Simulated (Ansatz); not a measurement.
GeO2 (alpha-quartz type, space group P3_121)

```cif
data_Ge3O6
_chemical_formula_sum 'Ge3 O6'
_space_group_name_H-M_alt 'P 1'
_space_group_IT_number 1
_cell_length_a 5.09349
_cell_length_b 5.09349
_cell_length_c 5.76775
_cell_angle_alpha 90.000
_cell_angle_beta 90.000
_cell_angle_gamma 120.000
loop_
_space_group_symop_operation_xyz
  'x, y, z'
loop_
_atom_site_label
_atom_site_type_symbol
_atom_site_fract_x
_atom_site_fract_y
_atom_site_fract_z
_atom_site_occupancy
Ge1 Ge 0.45565 0.00000 0.83333 1
Ge2 Ge 0.00000 0.45565 0.16667 1
Ge3 Ge 0.54435 0.54435 0.50000 1
O1 O 0.39740 0.29816 0.74186 1
O2 O 0.70184 0.09924 0.07519 1
O3 O 0.90076 0.60260 0.40853 1
O4 O 0.09924 0.70184 0.92481 1
O5 O 0.29816 0.39740 0.25814 1
O6 O 0.60260 0.90076 0.59147 1
```

Equation-of-state scan: isotropic scaling of the cell above, V₀ being its volume. The atoms relax within the cell's symmetry.

All values below come from PBE (plane waves to 420 eV, PAW, scalar-relativistic; Ansatz, a quantum-chemistry and plane-wave program). k mesh 8×8×6 (Γ-centred), Fermi-Dirac smearing 0.05 eV. Energies are smeared free energies. Compression counts positive. GeO2 was relaxed with its symmetry unable to fall. The zero of ΔE is the relaxed starting cell.

**Question.** What ΔE (kJ/mol of atoms) and P (GPa) does the calculation give at V/V₀ = 0.840, 0.904, 1.064, 1.096, 1.128?

**Answer.** 
```
V/V₀   ΔE (kJ/mol of atoms)  P (GPa)
-----  --------------------  -------
0.840                  5.60      9.3
0.904                  1.80      4.7
1.064                  0.64     -2.2
1.096                  1.37     -3.1
1.128                  2.35     -3.9
```

(A scan under strain: stresses follow from slopes of the energy per volume, elastic moduli from its curvatures.)
